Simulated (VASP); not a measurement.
# InP (F-43m) in VASP: notebook, part 2 of 2

VASP 6.6.1.

**4. Band structure, HSE06**

POSCAR

```
InP                                     
1.0
    0.0000000000      2.9394456025      2.9394456025
    2.9394456025      0.0000000000      2.9394456025
    2.9394456025      2.9394456025      0.0000000000
  In              P             
     1     1
Direct
     0.0000000000000000    0.0000000000000000    0.0000000000000000
     0.2500000000000000    0.2500000000000000    0.2500000000000000
```

INCAR.step1

```
SYSTEM = InP
ALGO = Normal
EDIFF = 1E-5
ENCUT = 520
GGA = PE
ISIF = 2
ISMEAR = 0
KPAR = 2
LASPH = .TRUE.
LCHARG = .FALSE.
LREAL = .FALSE.
LWAVE = .TRUE.
NBANDS = 16
NELM = 80
PREC = Accurate
SIGMA = 0.03
```

INCAR.step2

```
SYSTEM = InP
ALGO = Normal
EDIFF = 1E-6
ENCUT = 520
GGA = PE
HFSCREEN = 0.2
ISIF = 2
ISMEAR = 0
ISTART = 1
KPAR = 2
LASPH = .TRUE.
LCHARG = .FALSE.
LHFCALC = .TRUE.
LREAL = .FALSE.
LWAVE = .FALSE.
NBANDS = 16
NELM = 80
PREC = Accurate
PRECFOCK = Fast
SIGMA = 0.03
```

KPOINTS

```
k-points
0
G
  6 6 6
  0 0 0
```

KPOINTS_OPT

```
explicit points
9
Reciprocal
 0.0000000000  0.0000000000  0.0000000000 1
 0.3750000000  0.3750000000  0.7500000000 1
 0.5000000000  0.5000000000  0.5000000000 1
 0.6250000000  0.2500000000  0.6250000000 1
 0.5000000000  0.2500000000  0.7500000000 1
 0.5000000000  0.0000000000  0.5000000000 1
 0.4000000000  0.0000000000  0.4000000000 1
 0.4250000000  0.0000000000  0.4250000000 1
 0.4500000000  0.0000000000  0.4500000000 1
```

Potentials or basis: VASP PAW PBE potentials, release 64 (In_d, P).

Started as:

```sh
$ cat potpaw_PBE.64/In_d/POTCAR potpaw_PBE.64/P/POTCAR > POTCAR
$ cp INCAR.step1 INCAR
$ mpirun -np 2 vasp_std > vasp.out
$ cp INCAR.step2 INCAR
$ mpirun -np 2 vasp_std > vasp.out
```

OUTCAR:

```text
SYSTEM = InP
   EDIFF = 1E-6
   ENCUT = 520
   GGA = PE
   HFSCREEN = 0.2
   ISIF = 2
   ISMEAR = 0
   ISTART = 1
   LASPH = .TRUE.
   LHFCALC = .TRUE.
   LREAL = .FALSE.
   NELM = 80
   PREC = Accurate
   PRECFOCK = Fast

 ion  position               nearest neighbor table
   1  0.000  0.000  0.000-   2 2.55   2 2.55   2 2.55   2 2.55
   2  0.250  0.250  0.250-   1 2.55   1 2.55   1 2.55   1 2.55

  LATTYP: Found a face centered cubic cell.
 ALAT       =     5.8788912050

  Lattice vectors:

 A1 = (   0.0000000000,   2.9394456025,   2.9394456025)
 A2 = (   2.9394456025,   0.0000000000,   2.9394456025)
 A3 = (   2.9394456025,   2.9394456025,   0.0000000000)

Analysis of symmetry for initial positions (statically):
=====================================================================
 Subroutine PRICEL returns:
 Original cell was already a primitive cell.

 Routine SETGRP: Setting up the symmetry group for a
[... 163 lines left out ...]
  ---------------------------------------------------
  free energy    TOTEN  =       -10.01424401 eV

  energy without entropy =      -10.01424401  energy(sigma->0) =      -10.01424401

 E-fermi :   4.7943     XC(G=0):  -7.6857

 val. band max:        4.6603675789   @ k =   0.0000   0.0000   0.0000
 cond. band min:       6.1196450324   @ k =   0.0000   0.0000   0.0000
 fundamental gap:      1.4592774535
 Fermi energy:         4.7942582032

 k-point     1 :       0.0000    0.0000    0.0000
  band No.  band energies     occupation
      1     -11.2136      2.00000
      2     -11.2136      2.00000
      3     -11.2136      2.00000
      4     -11.0563      2.00000
      5     -11.0563      2.00000
      6      -8.0237      2.00000
[... 281 lines left out ...]
      3     -11.1175      2.00000
      4     -11.0846      2.00000
      5     -11.0362      2.00000
      6      -5.4209      2.00000
[... 8 lines left out ...]
     15      17.1777      0.00000
     16      17.8687      0.00000

------------------------ aborting loop because EDIFF is reached ----------------------------------------

  FORCE on cell =-STRESS in cart. coord.  units (eV):
  Direction    XX          YY          ZZ          XY          YZ          ZX
  --------------------------------------------------------------------------------------
  -------------------------------------------------------------------------------------
  Total        0.2037930      0.2037930      0.2037930      0.0000000      0.0000000     -0.0000000
  in kB        6.4279649      6.4279649      6.4279649      0.0000000      0.0000000     -0.0000000
  external PRESSURE =       6.4279649 kB  Pullay stress =       0.0000000 kB

 VOLUME and BASIS-vectors are now :
 -----------------------------------------------------------------------------
  energy-cutoff  :      520.00
  volume of cell :       50.80
      direct lattice vectors                 reciprocal lattice vectors
     0.000000000  2.939445603  2.939445603    -0.170100103  0.170100103  0.170100103
     2.939445603  0.000000000  2.939445603     0.170100103 -0.170100103  0.170100103
     2.939445603  2.939445603  0.000000000     0.170100103  0.170100103 -0.170100103

 POSITION                                       TOTAL-FORCE (eV/Angst)
 -----------------------------------------------------------------------------------
      0.00000      0.00000      0.00000         0.000000      0.000000      0.000000
      1.46972      1.46972      1.46972        -0.000000     -0.000000     -0.000000
 -----------------------------------------------------------------------------------
    total drift:                                0.000061      0.000052      0.000034

  FREE ENERGIE OF THE ION-ELECTRON SYSTEM (eV)
  ---------------------------------------------------
  free  energy   TOTEN  =       -10.0142440105 eV

  energy  without entropy=      -10.0142440105  energy(sigma->0) =      -10.01424401
```

OSZICAR.step1:

```text
N       E                     dE             d eps       ncg     rms          rms(c)
DAV:   1     0.113950805291E+03    0.11395E+03   -0.83511E+03   512   0.125E+03
DAV:   2    -0.150939827461E+01   -0.11546E+03   -0.11068E+03   584   0.309E+02
DAV:   3    -0.859754794772E+01   -0.70881E+01   -0.70418E+01   680   0.739E+01
DAV:   4    -0.879236146817E+01   -0.19481E+00   -0.19477E+00   672   0.130E+01
DAV:   5    -0.880137462620E+01   -0.90132E-02   -0.90131E-02   760   0.232E+00    0.561E+00
DAV:   6    -0.840646249833E+01    0.39491E+00   -0.62201E-01   824   0.128E+01    0.337E+00
DAV:   7    -0.837728144099E+01    0.29181E-01   -0.15820E-01   712   0.316E+00    0.125E+00
DAV:   8    -0.837783448862E+01   -0.55305E-03   -0.15686E-02   640   0.146E+00    0.323E-01
DAV:   9    -0.837849167020E+01   -0.65718E-03   -0.13164E-03   592   0.375E-01    0.156E-01
DAV:  10    -0.837864449005E+01   -0.15282E-03   -0.24468E-04   784   0.209E-01    0.996E-02
DAV:  11    -0.837872020539E+01   -0.75715E-04   -0.12335E-04   560   0.997E-02    0.449E-02
DAV:  12    -0.837871947811E+01    0.72728E-06   -0.71210E-06   472   0.257E-02
   1 F= -.83787195E+01 E0= -.83787195E+01  d E =-.272339E-22
```

Wall time 10 min (2 MPI ranks of Intel Xeon 6975P-C (Granite Rapids), shared host); peak memory 0.31 GiB.

Results:

| Property | Result |
| --- | --- |
| Free energy | -10.0142 eV |
| Pressure | 0.6 GPa |
| Band gap on the k mesh | 1.46 eV, direct |
| Band gap along the path | 1.46 eV, direct |

Levels at points of the mesh, in eV from the valence-band top:
```csv
k point,band 6,band 7,band 8,band 9,band 10,band 11,band 12,band 13
"(0.00, 0.00, 0.00)",-12.68,0.00,0.00,0.00,1.46,4.94,4.94,4.94
"(0.50, 0.00, 0.00)",-10.84,-6.20,-1.05,-1.05,2.25,5.67,5.67,8.04
"(0.50, 0.50, 0.00)",-10.14,-6.21,-2.51,-2.51,2.40,3.01,10.38,10.86
```

Caveat: the PAW data sets were made with another functional, which shifts forces and pressure a little; spin-orbit coupling is left out, which moves the levels of the heavy elements.

**5. Band structure, PBE0**

POSCAR is that of step 4.

INCAR.step1 is that of step 4.

INCAR.step2: that of step 4 with these lines changed.

```diff
@@ -1,2 +1,3 @@
 SYSTEM = InP
+AEXX = 0.25
 ALGO = Normal
@@ -5,3 +6,3 @@
 GGA = PE
-HFSCREEN = 0.2
+HFRCUT = -1
 ISIF = 2
```

KPOINTS is that of step 4.

KPOINTS_OPT is that of step 4.

Started as:

```sh
$ cat potpaw_PBE.64/In_d/POTCAR potpaw_PBE.64/P/POTCAR > POTCAR
$ cp INCAR.step1 INCAR
$ mpirun -np 2 vasp_std > vasp.out
$ cp INCAR.step2 INCAR
$ mpirun -np 2 vasp_std > vasp.out
```

It took 9.5 min on 2 MPI ranks of Intel Xeon 6975P-C (Granite Rapids), shared host; peak memory 0.21 GiB.

Results (log left out):

```yaml
Free_energy: -10.8792 eV
Pressure: 0.4 GPa
Band_gap_on_the_k_mesh: 2.06 eV, direct
Band_gap_along_the_path: 2.06 eV, direct
```

Levels at points of the mesh, in eV from the valence-band top:
```tsv
k point	band 6	band 7	band 8	band 9	band 10	band 11	band 12	band 13
(0.00, 0.00, 0.00)	-12.78	0.00	0.00	0.00	2.06	5.60	5.60	5.60
(0.50, 0.00, 0.00)	-10.93	-6.30	-1.07	-1.07	2.88	6.34	6.34	8.70
(0.50, 0.50, 0.00)	-10.23	-6.29	-2.56	-2.56	3.03	3.66	11.07	11.57
```

Caveat: the PAW data sets were made with another functional, which shifts forces and pressure a little; spin-orbit coupling is left out, which moves the levels of the heavy elements.

**6. The runs side by side**

```csv
level,spin,cell,k mesh,screening parameter,exchange at q = 0,mesh quality,gap on the mesh (eV),pressure (GPa)
HSE06,"SOC, no magnetisation","F-43m, 25.39 Å³/atom",4 × 4 × 4,0.2 1/A,-,coarse,-,0.8
PBEsol,off,"F-43m, 25.4 Å³/atom",6 × 6 × 6,-,-,not flagged,0.56,0.0
HSE06,off,"F-43m, 25.4 Å³/atom",6 × 6 × 6,0.2 1/A,-,not flagged,1.46,0.6
PBE0,off,"F-43m, 25.4 Å³/atom",6 × 6 × 6,-,truncated,not flagged,2.06,0.4
```

Alike in all rows: task band structure; potentials or basis VASP PAW PBE potentials, release 64 (In_d, P); cutoff (eV) 520; smearing gaussian 0.03 eV.

Caveats: some runs use coarse meshes; the PAW data sets were made with another functional, which shifts forces and pressure a little; spin-orbit coupling is left out, which moves the levels of the heavy elements (some runs).

Total energies depend on the potentials used, so only differences within one code and one set of settings carry meaning.

**7. How close it comes**

Step 3. A measured gap of InP is 1.4236 eV (direct; 1.6 K; a printed reference work, data compilation); the calculated 0.56 eV misses it by -0.86 eV. Spin-orbit coupling on In is left out. The value is that of PBEsol, without temperature or zero-point motion. Semilocal functionals fall short of measured gaps as a rule.

Step 4. Measured gap of InP: 1.4236 eV (direct; 1.6 K; a printed reference work, data compilation). This calculation gives 1.46 eV (+0.04 eV). Spin-orbit coupling on In is left out. The value is that of HSE06, without temperature or zero-point motion.

Step 5. Against the measured gap of InP, 1.4236 eV (direct; 1.6 K; a printed reference work, data compilation), the calculated 2.06 eV is off by +0.64 eV. Spin-orbit coupling on In is left out. The value is that of PBE0, without temperature or zero-point motion.
